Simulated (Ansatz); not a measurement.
The system is CO2.

```xyz
12
Lattice="5.6200 0.0000 0.0000 0.0000 5.6200 0.0000 0.0000 0.0000 5.6200" Properties=species:S:1:pos:R:3 pbc="T T T"
O     0.9385    1.8715    3.7485
O     1.8715    3.7485    0.9385
O     3.7485    0.9385    1.8715
O     4.6815    4.6815    4.6815
O     4.6815    3.7485    1.8715
O     3.7485    1.8715    4.6815
O     1.8715    4.6815    3.7485
O     0.9385    0.9385    0.9385
C     0.0000    2.8100    2.8100
C     2.8100    2.8100    0.0000
C     2.8100    0.0000    2.8100
C     0.0000    0.0000    0.0000
```

Base run:

```yaml
Program: Ansatz 0.2.0
Functional: PBEsol
Potentials_or_basis: Ansatz PAW
Cutoff: "420 eV (not typed: the program's choice for these potentials)"
k_mesh: 5 × 5 × 5
Occupations: fermi-dirac, width 0.05 eV
Spin: no spin polarisation
```

Its results: band gap on the k mesh 1.21 eV, direct; pressure -40.5 GPa; largest force 10.110 eV/Å.

Question: The run is repeated on the same cell with these changes: functional from PBEsol to PBE. What comes out?

Answer: Band gap on the k mesh 1.26 eV, direct; pressure -37.8 GPa; largest force 9.969 eV/Å.

PBE binds less tightly than PBEsol, so the same cell stands under more pressure.

Caveats: a pressure of tens of GPa on the cell as given is suspect, and the run, the potentials or the cell itself is likely at fault; forces of over 1 eV/Å show positions far from the minimum, so gaps and moduli don't describe the material at rest; the PAW data sets come from PBE, with cores solved anew for the run's functional, which leaves a small shift of forces and pressure (some runs).
